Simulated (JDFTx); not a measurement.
**TePb: equation of state with PBEsol**

TePb:

```
Pb Te
1.0
     0.00000    3.23100    3.23100
     3.23100    0.00000    3.23100
     3.23100    3.23100    0.00000
Pb Te
1 1
Direct
  0.00000 0.00000 0.00000
  0.50000 0.50000 0.50000
```

```
Program             : JDFTx 1.7.0 (patched build)
Task                : equation of state
Functional          : PBEsol
Potentials or basis : PseudoDojo-SR-PBEsol-0.4.1-standard with smoothed tails
Cutoff              : 1088 eV
Density cutoff      : 8708 eV
k mesh              : 7 × 7 × 7
Occupations         : fermi-dirac, width 0.05 eV
Spin                : no spin polarisation
```

| Quantity | Value |
| --- | --- |
| Equilibrium volume | 33.45 Å³/atom |
| Bulk modulus | 45 GPa |
| Pressure derivative of the bulk modulus | 4.5 |

Energy against volume, from the lowest point:
```
volume (Å³/atom)  energy (meV/atom)
          31.706              13.65
          32.380               4.71
          33.055               0.32
          33.730               0.00
          34.404               3.32
          35.079               9.90
          35.753              19.39
```

 The run has no spin-orbit coupling, so splittings on Pb, Te are missing.
